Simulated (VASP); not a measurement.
# CsSnBr3 (Pm-3m) in VASP: settings compared, part 2 of 2

VASP 6.6.1. The steps go on from the part before.

### Step 3. Band structure, PBE

File INCAR:

```
  ALGO = Normal
  EDIFF = 1E-6
  ENCUT = 520
  GGA = PE
  ISIF = 2
  ISMEAR = 0
  KPAR = 2
  LASPH = True
  LCHARG = False
  LREAL = False
  LWAVE = False
  NBANDS = 30
  NELM = 80
  PREC = Accurate
  SIGMA = 0.02
```

File KPOINTS:

```
k-points
0
Gamma
  6 6 6
```

File POSCAR:

```
CsSnBr3
1.0
    5.8390056100      0.0000000000      0.0000000000
    0.0000000000      5.8390056100      0.0000000000
    0.0000000000      0.0000000000      5.8390056100
Cs Sn Br
1 1 3
Direct
    0.0000000000      0.0000000000      0.0000000000
    0.5000000000      0.5000000000      0.5000000000
    0.0000000000      0.5000000000      0.5000000000
    0.5000000000      0.5000000000      0.0000000000
    0.5000000000      0.0000000000      0.5000000000
```

File KPOINTS_OPT:

```
path GXMGRX,MR
10
line-mode
reciprocal
 0.0000000000  0.0000000000  0.0000000000  G
 0.0000000000  0.5000000000  0.0000000000  X

 0.0000000000  0.5000000000  0.0000000000  X
 0.5000000000  0.5000000000  0.0000000000  M

 0.5000000000  0.5000000000  0.0000000000  M
 0.0000000000  0.0000000000  0.0000000000  G

 0.0000000000  0.0000000000  0.0000000000  G
 0.5000000000  0.5000000000  0.5000000000  R

 0.5000000000  0.5000000000  0.5000000000  R
 0.0000000000  0.5000000000  0.0000000000  X

 0.5000000000  0.5000000000  0.0000000000  M
 0.5000000000  0.5000000000  0.5000000000  R
```

Potentials or basis: VASP PAW PBE potentials, release 64 (Cs_sv, Sn_d, Br).

Started as:

```bash
$ cat potpaw_PBE.64/Cs_sv/POTCAR potpaw_PBE.64/Sn_d/POTCAR potpaw_PBE.64/Br/POTCAR > POTCAR
$ mpirun -np 2 vasp_std > vasp.out
```

OUTCAR:

```text
EDIFF = 1E-6
   ENCUT = 520
   GGA = PE
   ISIF = 2
   ISMEAR = 0
   LASPH = True
   LREAL = False
   NELM = 80
   PREC = Accurate

 ion  position               nearest neighbor table
   1  0.000  0.000  0.000-
   2  0.500  0.500  0.500-   3 2.92   4 2.92   5 2.92   4 2.92   5 2.92   3 2.92
   3  0.000  0.500  0.500-   2 2.92   2 2.92
   4  0.500  0.500  0.000-   2 2.92   2 2.92
   5  0.500  0.000  0.500-   2 2.92   2 2.92

  LATTYP: Found a simple cubic cell.
 ALAT       =     5.8390056100

  Lattice vectors:

 A1 = (   5.8390056100,   0.0000000000,   0.0000000000)
 A2 = (   0.0000000000,   5.8390056100,   0.0000000000)
 A3 = (   0.0000000000,   0.0000000000,   5.8390056100)

Analysis of symmetry for initial positions (statically):
=====================================================================
 Subroutine PRICEL returns:
 Original cell was already a primitive cell.

 Routine SETGRP: Setting up the symmetry group for a
 simple cubic supercell.

[... 166 lines left out ...]

  energy without entropy =      -15.82407835  energy(sigma->0) =      -15.82407835

 E-fermi :   2.3150     XC(G=0):  -7.6593

 val. band max:        2.1720733434   @ k =   0.5000   0.5000   0.5000
 cond. band min:       2.6749837934   @ k =   0.5000   0.5000   0.5000
 fundamental gap:      0.5029104499
 Fermi energy:         2.3150409650

 k-point     1 :       0.0000    0.0000    0.0000
  band No.  band energies     occupation
      1     -20.0994      2.00000
      2     -20.0263      2.00000
      3     -20.0263      2.00000
      4     -19.9996      2.00000
      5     -19.9996      2.00000
      6     -19.9996      2.00000
[... 649 lines left out ...]
     29       6.5100      0.00000
     30       7.7672      0.00000

------------------------ aborting loop because EDIFF is reached ----------------------------------------

  FORCE on cell =-STRESS in cart. coord.  units (eV):
  Direction    XX          YY          ZZ          XY          YZ          ZX
  --------------------------------------------------------------------------------------
  -------------------------------------------------------------------------------------
  Total        0.7464945      0.7464945      0.7464945     -0.0000000     -0.0000000      0.0000000
  in kB        6.0078700      6.0078700      6.0078700     -0.0000000     -0.0000000      0.0000000
  external PRESSURE =       6.0078700 kB  Pullay stress =       0.0000000 kB

 VOLUME and BASIS-vectors are now :
 -----------------------------------------------------------------------------
  energy-cutoff  :      520.00
  volume of cell :      199.07
      direct lattice vectors                 reciprocal lattice vectors
     5.839005610  0.000000000  0.000000000     0.171262038  0.000000000  0.000000000
     0.000000000  5.839005610  0.000000000     0.000000000  0.171262038  0.000000000
     0.000000000  0.000000000  5.839005610     0.000000000  0.000000000  0.171262038

 POSITION                                       TOTAL-FORCE (eV/Angst)
 -----------------------------------------------------------------------------------
      0.00000      0.00000      0.00000         0.000000      0.000000      0.000000
      2.91950      2.91950      2.91950         0.000000      0.000000      0.000000
      0.00000      2.91950      2.91950         0.000000      0.000000      0.000000
      2.91950      2.91950      0.00000         0.000000      0.000000      0.000000
      2.91950      0.00000      2.91950         0.000000      0.000000      0.000000
 -----------------------------------------------------------------------------------
    total drift:                                0.000000     -0.000000     -0.000000

  FREE ENERGIE OF THE ION-ELECTRON SYSTEM (eV)
  ---------------------------------------------------
  free  energy   TOTEN  =       -15.8240783453 eV

  energy  without entropy=      -15.8240783453  energy(sigma->0) =      -15.82407835
```

Run time: 2 min. Hardware: 2 MPI ranks of Intel Xeon Platinum 8488C (Sapphire Rapids), shared host; peak memory 0.42 GiB.

Results:

```yaml
Free_energy: -15.8241 eV
Pressure: 0.6 GPa
Band_gap_on_the_k_mesh: 0.50 eV, direct
Band_gap_along_the_path: 0.50 eV, direct
```

Levels at the corners of the path, in eV from the valence-band top:
```
point  band 18  band 19  band 20  band 21  band 22  band 23  band 24  band 25  band 26  band 27
    Γ    -3.01    -3.01    -2.88    -2.88    -2.88     2.24     3.28     3.28     3.93     3.93
    X    -3.18    -3.14    -3.00    -3.00    -1.99     1.49     3.67     4.31     4.32     4.34
    X    -3.18    -3.14    -3.00    -3.00    -1.99     1.49     3.67     4.31     4.32     4.34
    M    -3.31    -3.26    -3.26    -2.53    -0.97     1.03     1.03     3.93     4.39     4.82
    M    -3.31    -3.26    -3.26    -2.53    -0.97     1.03     1.03     3.93     4.39     4.82
    Γ    -3.01    -3.01    -2.88    -2.88    -2.88     2.24     3.28     3.28     3.93     3.93
    Γ    -3.01    -3.01    -2.88    -2.88    -2.88     2.24     3.28     3.28     3.93     3.93
    R    -3.30    -2.51    -2.51    -2.51     0.00     0.50     0.50     0.50     3.73     4.34
    R    -3.30    -2.51    -2.51    -2.51     0.00     0.50     0.50     0.50     3.73     4.34
    X    -3.18    -3.14    -3.00    -3.00    -1.99     1.49     3.67     4.31     4.32     4.34
    M    -3.31    -3.26    -3.26    -2.53    -0.97     1.03     1.03     3.93     4.39     4.82
    R    -3.30    -2.51    -2.51    -2.51     0.00     0.50     0.50     0.50     3.73     4.34
```

Caveat: spin-orbit coupling is left out, which moves the levels of the heavy elements.

### Step 4. Band structure, PBEsol

INCAR, as its differences from that of step 3:

```diff
@@ -3,3 +3,3 @@
   ENCUT = 520
-  GGA = PE
+  GGA = PS
   ISIF = 2
```

KPOINTS is that of step 3.

POSCAR is that of step 3.

KPOINTS_OPT is that of step 3.

Potentials or basis: VASP PAW PBE potentials, release 64 (Cs_sv, Sn_d, Br).

Started as:

```bash
$ cat potpaw_PBE.64/Cs_sv/POTCAR potpaw_PBE.64/Sn_d/POTCAR potpaw_PBE.64/Br/POTCAR > POTCAR
$ mpirun -np 2 vasp_std > vasp.out
```

OUTCAR:

```text
EDIFF = 1E-6
   ENCUT = 520
   GGA = PS
   ISIF = 2
   ISMEAR = 0
   LASPH = True
   LREAL = False
   NELM = 80
   PREC = Accurate

 ion  position               nearest neighbor table
   1  0.000  0.000  0.000-
   2  0.500  0.500  0.500-   3 2.92   4 2.92   5 2.92   4 2.92   5 2.92   3 2.92
   3  0.000  0.500  0.500-   2 2.92   2 2.92
   4  0.500  0.500  0.000-   2 2.92   2 2.92
   5  0.500  0.000  0.500-   2 2.92   2 2.92

  LATTYP: Found a simple cubic cell.
 ALAT       =     5.8390056100

  Lattice vectors:

 A1 = (   5.8390056100,   0.0000000000,   0.0000000000)
 A2 = (   0.0000000000,   5.8390056100,   0.0000000000)
 A3 = (   0.0000000000,   0.0000000000,   5.8390056100)

Analysis of symmetry for initial positions (statically):
=====================================================================
 Subroutine PRICEL returns:
 Original cell was already a primitive cell.

 Routine SETGRP: Setting up the symmetry group for a
 simple cubic supercell.

 Subroutine GETGRP returns: Found 48 space group operations
 (whereof 48 operations were pure point group operations)
 out of a pool of 48 trial point group operations.

The static configuration has the point symmetry O_h .

Analysis of symmetry for dynamics (positions and initial velocities):
=====================================================================
 Subroutine PRICEL returns:
 Original cell was already a primitive cell.

 Routine SETGRP: Setting up the symmetry group for a
 simple cubic supercell.

 Subroutine GETGRP returns: Found 48 space group operations
 (whereof 48 operations were pure point group operations)
 out of a pool of 48 trial point group operations.

The dynamic configuration has the point symmetry O_h .

 Subroutine INISYM returns: Found 48 space group operations
 (whereof 48 operations are pure point group operations),
 and found     1 'primitive' translations

----------------------------------------------------------------------------------------

                                     Primitive cell

  volume of cell :     199.0750

  direct lattice vectors                    reciprocal lattice vectors
     5.839005610  0.000000000  0.000000000     0.171262038  0.000000000  0.000000000
     0.000000000  5.839005610  0.000000000     0.000000000  0.171262038  0.000000000
     0.000000000  0.000000000  5.839005610     0.000000000  0.000000000  0.171262038

  length of vectors
     5.839005610  5.839005610  5.839005610     0.171262038  0.171262038  0.171262038

  position of ions in fractional coordinates (direct lattice)
     0.000000000  0.000000000  0.000000000
     0.500000000  0.500000000  0.500000000
     0.000000000  0.500000000  0.500000000
     0.500000000  0.500000000  0.000000000
     0.500000000  0.000000000  0.500000000

  ion indices of the primitive-cell ions
   primitive index   ion index
                 1           1
                 2           2
                 3           3
                 4           4
                 5           5

----------------------------------------------------------------------------------------

 KPOINTS: k-points

Automatic generation of k-mesh.
 Grid dimensions read from file:
 generate k-points for:    6    6    6

 Generating k-lattice:

  Cartesian coordinates                     Fractional coordinates (reciprocal lattice)
     0.028543673  0.000000000  0.000000000     0.166666667  0.000000000  0.000000000
     0.000000000  0.028543673  0.000000000     0.000000000  0.166666667  0.000000000
     0.000000000  0.000000000  0.028543673     0.000000000  0.000000000  0.166666667

  Length of vectors
     0.028543673  0.028543673  0.028543673

  Shift w.r.t. Gamma in fractional coordinates (k-lattice)
     0.000000000  0.000000000  0.000000000

 Subroutine IBZKPT returns following result:
 ===========================================

 Found     20 irreducible k-points:

 Following reciprocal coordinates:
            Coordinates               Weight
  0.000000  0.000000  0.000000      1.000000
  0.166667  0.000000  0.000000      6.000000
  0.333333  0.000000  0.000000      6.000000
  0.500000  0.000000  0.000000      3.000000
  0.166667  0.166667  0.000000     12.000000
  0.333333  0.166667  0.000000     24.000000
[... 12 lines left out ...]
  0.500000  0.500000  0.333333      6.000000
  0.500000  0.500000  0.500000      1.000000
   k-points           NKPTS =     20   k-points in BZ     NKDIM =     20   number of bands    NBANDS=     30
   number of dos      NEDOS =    301   number of ions     NIONS =      5
   total plane-waves  NPLWV = 110592
   dimension x,y,z NGX =    48 NGY =   48 NGZ =   48
   dimension x,y,z NGXF=    96 NGYF=   96 NGZF=   96
   ions per type =               1   1   3
   NGX,Y,Z   is equivalent  to a cutoff of  13.67, 13.67, 13.67 a.u.
   NGXF,Y,Z  is equivalent  to a cutoff of  27.33, 27.33, 27.33 a.u.
 SYSTEM =  unknown system
   PREC   = accura    normal or accurate (medium, high low for compatibility)
   ISTART =      0    job   : 0-new  1-cont  2-samecut
   ICHARG =      2    charge: 1-file 2-atom 10-const
   ISPIN  =      1    spin polarized calculation?
   LNONCOLLINEAR =      F non collinear calculations
   LSORBIT =      F    spin-orbit coupling
   LASPH  =      T    aspherical Exc in radial PAW
   ENCUT  =  520.0 eV  38.22 Ry    6.18 a.u.  10.86 10.86 10.86*2*pi/ulx,y,z
   NELM   =     80;   NELMIN=  2; NELMDL= -5     # of ELM steps
   EDIFF  = 0.1E-05   stopping-criterion for ELM
   LREAL  =      F    real-space projection
   EDIFFG = 0.1E-04   stopping-criterion for IOM
   NSW    =      0    number of steps for IOM
   IBRION =     -1    ionic relax: 0-MD 1-quasi-New 2-CG
   NFREE  =      0    steps in history (QN), initial steepest desc. (CG)
   ISIF   =      2    stress and relaxation
   ISYM   =      2    0-nonsym 1-usesym 2-fastsym
   POTIM  = 0.5000    time-step for ionic-motion
   TEBEG  =    0.0;   TEEND  =   0.0 temperature during run
   PSTRESS=    0.0 pullay stress
   NELECT =      44.0000    total number of electrons
   NUPDOWN=      -1.0000    fix difference up-down
   EMIN   =  10.00;   EMAX   =-10.00  energy-range for DOS
   EFERMI =   0.00;   METHOD = LEGACY
   ISMEAR =     0;   SIGMA  =   0.02  broadening in eV -4-tet -1-fermi 0-gaus
   EFERMI_NEDOS =   21; number of points for ismear=-14 and -15
   IALGO  =     38    algorithm
   IMIX   =      4    mixing-type and parameters
     AMIX     =   0.40;   BMIX     =  1.00
     AMIX_MAG =   1.60;   BMIX_MAG =  1.00
  volume/ion in A,a.u.               =      39.81       268.68
  Fermi-wavevector in a.u.,A,eV,Ry     =   0.989814  1.870477 13.330054  0.979731
  Thomas-Fermi vector in A             =   2.121439
   LORBIT       =      0    0 simple, 1 ext, 2 COOP (PROOUT), +10 PAW based schemes
   GGA     = PS    functional components
   LHFCALC =     F    Hartree Fock is set to
   AEXX    =    0.0000 exact exchange contribution
   IVDW    =     0    specifies the selected vdW correction
   LEPSILON=     F    determine dielectric tensor
   LRPA    =     F    only Hartree local field effects (RPA)
 non-spin polarized calculation
 Gauss-broadening in eV      SIGMA  =   0.02
  energy-cutoff  :      520.00
  volume of cell :      199.07
 maximum number of plane-waves:      5400
 NGX is ok and might be reduce to    48
   NGX = 21   NGY = 21   NGZ = 21

 number of electron      44.0000008 magnetization

 Free energy of the ion-electron system (eV)
  ---------------------------------------------------
  ext. energy  EPLUGINS =         0.00000000
  ---------------------------------------------------
  free energy    TOTEN  =       -16.79047041 eV

  energy without entropy =      -16.79047041  energy(sigma->0) =      -16.79047041

 E-fermi :   2.2221     XC(G=0):  -7.8368

 val. band max:        2.0471503128   @ k =   0.5000   0.5000   0.5000
 cond. band min:       2.4678637673   @ k =   0.5000   0.5000   0.5000
 fundamental gap:      0.4207134545
 Fermi energy:         2.2221226087

 k-point     1 :       0.0000    0.0000    0.0000
  band No.  band energies     occupation
      1     -20.1706      2.00000
      2     -20.0328      2.00000
      3     -20.0328      2.00000
      4     -20.0036      2.00000
      5     -20.0036      2.00000
      6     -20.0036      2.00000
[... 649 lines left out ...]
     29       6.3495      0.00000
     30       7.6693      0.00000

------------------------ aborting loop because EDIFF is reached ----------------------------------------

  FORCE on cell =-STRESS in cart. coord.  units (eV):
  Direction    XX          YY          ZZ          XY          YZ          ZX
  --------------------------------------------------------------------------------------
  -------------------------------------------------------------------------------------
  Total       -0.9726763     -0.9726763     -0.9726763      0.0000000      0.0000000     -0.0000000
  in kB       -7.8282060     -7.8282060     -7.8282060      0.0000000      0.0000000     -0.0000000
  external PRESSURE =      -7.8282060 kB  Pullay stress =       0.0000000 kB

 VOLUME and BASIS-vectors are now :
 -----------------------------------------------------------------------------
  energy-cutoff  :      520.00
  volume of cell :      199.07
      direct lattice vectors                 reciprocal lattice vectors
     5.839005610  0.000000000  0.000000000     0.171262038  0.000000000  0.000000000
     0.000000000  5.839005610  0.000000000     0.000000000  0.171262038  0.000000000
     0.000000000  0.000000000  5.839005610     0.000000000  0.000000000  0.171262038

 POSITION                                       TOTAL-FORCE (eV/Angst)
 -----------------------------------------------------------------------------------
      0.00000      0.00000      0.00000         0.000000      0.000000      0.000000
      2.91950      2.91950      2.91950         0.000000      0.000000      0.000000
      0.00000      2.91950      2.91950         0.000000      0.000000      0.000000
      2.91950      2.91950      0.00000         0.000000      0.000000      0.000000
      2.91950      0.00000      2.91950         0.000000      0.000000      0.000000
 -----------------------------------------------------------------------------------
    total drift:                                0.000000     -0.000000     -0.000000

  FREE ENERGIE OF THE ION-ELECTRON SYSTEM (eV)
  ---------------------------------------------------
  free  energy   TOTEN  =       -16.7904704076 eV

  energy  without entropy=      -16.7904704076  energy(sigma->0) =      -16.79047041
```

It took 1.8 min on 2 MPI ranks of Intel Xeon Platinum 8488C (Sapphire Rapids), shared host; peak memory 0.42 GiB.

Results:

| Item | Value |
| --- | --- |
| Free energy | -16.7905 eV |
| Pressure | -0.8 GPa |
| Band gap on the k mesh | 0.42 eV, direct |
| Band gap along the path | 0.42 eV, direct |

Levels at the corners of the path, in eV from the valence-band top:
```tsv
point	band 20	band 21	band 22	band 23	band 24	band 25
Γ	-2.86	-2.86	-2.86	2.13	3.22	3.22
X	-2.98	-2.98	-1.99	1.43	3.60	4.20
X	-2.98	-2.98	-1.99	1.43	3.60	4.20
M	-3.25	-2.50	-0.97	0.96	0.96	3.87
M	-3.25	-2.50	-0.97	0.96	0.96	3.87
Γ	-2.86	-2.86	-2.86	2.13	3.22	3.22
Γ	-2.86	-2.86	-2.86	2.13	3.22	3.22
R	-2.48	-2.48	0.00	0.42	0.42	0.42
R	-2.48	-2.48	0.00	0.42	0.42	0.42
X	-2.98	-2.98	-1.99	1.43	3.60	4.20
M	-3.25	-2.50	-0.97	0.96	0.96	3.87
R	-2.48	-2.48	0.00	0.42	0.42	0.42
```

Caveat: the PAW data sets were made with another functional, which shifts forces and pressure a little; spin-orbit coupling is left out, which moves the levels of the heavy elements.

### Step 5. Summary

| level | potentials or basis | gap on the mesh (eV) | pressure (GPa) |
| --- | --- | --- | --- |
| LDA | VASP PAW LDA potentials, release 64 (Cs_sv, Sn_d, Br) | 0.41 | -1.9 |
| PBE | VASP PAW PBE potentials, release 64 (Cs_sv, Sn_d, Br) | 0.50 | 0.6 |
| PBEsol | VASP PAW PBE potentials, release 64 (Cs_sv, Sn_d, Br) | 0.42 | -0.8 |

Alike in all rows: task band structure; no spin polarisation; cell as given; k mesh 6 × 6 × 6; cutoff (eV) 520; smearing gaussian 0.02 eV.

Caveats: spin-orbit coupling is left out, which moves the levels of the heavy elements; the PAW data sets were made with another functional, which shifts forces and pressure a little (some runs).

Absolute energies hang on the potentials; compare differences alone.

### Step 6. How close it comes

Step 2. A measured gap of CsSnBr3 is 1.79 eV (optical; 300 K; powder; “Influence of hidden halogen mobility on local structure of CsSn(Cl1−xBrx)3 mixed-halide perovskites by solid-state NMR”, 2020, pmc:8179406); the calculated 0.41 eV misses it by -1.38 eV. So large a miss can be the level of theory's own, or it may mean another phase, state or a wrong row. Spin-orbit coupling on Br, Cs, Sn is left out. The value is that of LDA, without temperature or zero-point motion. Semilocal functionals fall short of measured gaps as a rule. The cell is a database's relaxed one, not the measured one, which moves gaps too.

Step 3. Against the measured gap of CsSnBr3, 1.79 eV (optical; 300 K; powder; “Influence of hidden halogen mobility on local structure of CsSn(Cl1−xBrx)3 mixed-halide perovskites by solid-state NMR”, 2020, pmc:8179406), the calculated 0.50 eV is off by -1.29 eV. So large a miss can be the level of theory's own, or it may mean another phase, state or a wrong row. Spin-orbit coupling on Br, Cs, Sn is left out. The value is that of PBE, without temperature or zero-point motion. Semilocal functionals fall short of measured gaps as a rule. The cell is a database's relaxed one, not the measured one, which moves gaps too.

Step 4. Against the measured gap of CsSnBr3, 1.79 eV (optical; 300 K; powder; “Influence of hidden halogen mobility on local structure of CsSn(Cl1−xBrx)3 mixed-halide perovskites by solid-state NMR”, 2020, pmc:8179406), the calculated 0.42 eV is off by -1.37 eV. So large a miss can be the level of theory's own, or it may mean another phase, state or a wrong row. Spin-orbit coupling on Br, Cs, Sn is left out. The value is that of PBEsol, without temperature or zero-point motion. Semilocal functionals fall short of measured gaps as a rule. The cell is a database's relaxed one, not the measured one, which moves gaps too.
